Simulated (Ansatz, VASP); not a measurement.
Given: the input of a run of VASP 6.6.1 on HfO2.

INCAR

```
PREC = Accurate
ENCUT = 520
EDIFF = 1E-6
ISMEAR = -1
SIGMA = 0.05
LREAL = False
LASPH = True
NELM = 100
ALGO = Normal
ISIF = 2
LWAVE = False
LCHARG = True
GGA = PS
LELF = True
LVHAR = True
NBANDS = 31
```

KPOINTS

```
Automatic mesh
0
Gamma
  6 6 8
```

File POSCAR:

```
HfO2
1.0
    4.7152700508      0.0000000000      0.0000000000
    0.0000000000      4.7152700508      0.0000000000
    0.0000000000      0.0000000000      3.1399804083
Hf O
2 4
Direct
    0.5000000000      0.5000000000      0.5000000000
    0.0000000000      0.0000000000      0.0000000000
    0.8050448800      0.1949551200      0.5000000000
    0.6949551200      0.6949551200      0.0000000000
    0.3050448800      0.3050448800      0.0000000000
    0.1949551200      0.8050448800      0.5000000000
```

Potentials or basis: VASP PAW PBE potentials, release 64 (Hf_pv, O).

The run is started by

```sh
$ cat potpaw_PBE.64/Hf_pv/POTCAR potpaw_PBE.64/O/POTCAR > POTCAR
$ mpirun -np 1 vasp_std > vasp.out
```

Q: Set up the same calculation for Ansatz 0.2.0. Potentials there: all-electron LAPW, scalar-relativistic.

A: As run (the cutoff follows the program's own potentials):

Contents of input.yaml:

```yaml
crystal:
  lattice:
    - [4.7152700508, 0.0, 0.0]
    - [0.0, 4.7152700508, 0.0]
    - [0.0, 0.0, 3.1399804083]
  atoms:
    - { symbol: Hf, position: [0.5, 0.5, 0.5] }
    - { symbol: Hf, position: [0.0, 0.0, 0.0] }
    - { symbol: O, position: [0.80504488, 0.19495512, 0.5] }
    - { symbol: O, position: [0.69495512, 0.69495512, 0.0] }
    - { symbol: O, position: [0.30504488, 0.30504488, 0.0] }
    - { symbol: O, position: [0.19495512, 0.80504488, 0.5] }
kpoints:
  mp_grid: { grid: [6, 6, 8] }
scf:
  occupations: { method: fermi_dirac, width: 0.05 }
hamiltonian:
  xc: pbesol
  pseudopotentials: { kind: all_electron, lapw: { basis_error: 0.001 } }
output:
  forces: true
  stress: true
  eigenvalues: true
```

Potentials or basis: all-electron LAPW, scalar-relativistic.

Run with:

```sh
$ ansatz run input.yaml --threads 4 --pin off --max-ram 12288MiB --backend cpu --events-out ev --progress --plain --runs-dir out
```

Both were run:

|  | VASP | Ansatz | Ansatz less VASP |
| --- | --- | --- | --- |
| gap on the k mesh at the Fermi level (eV) | 4.11 | 4.16 | +0.051 |
| least direct gap on the mesh (eV) | 4.11 | 4.16 | +0.051 |
| pressure (GPa) | 15.6 | 18.6 | +3.03 |
| largest component of the traceless stress (GPa) | 2.52 | 2.98 | +0.465 |
| rms of the force components (eV/Å) | 0.087 | 0.112 | +0.0244 |

Atom by atom the forces differ by 0.024 eV/Å (rms over components). Ansatz ran all-electron here, so the differences hold the error of VASP's frozen core and of both bases.

Caveats: spin-orbit coupling is left out, which moves the levels of the heavy elements; so large a pressure means that the cell lies far from this level's equilibrium, or that cutoff or potentials fall short (VASP); the potentials were made for another functional, which shifts forces and pressure (VASP). A k mesh can miss the band edges.
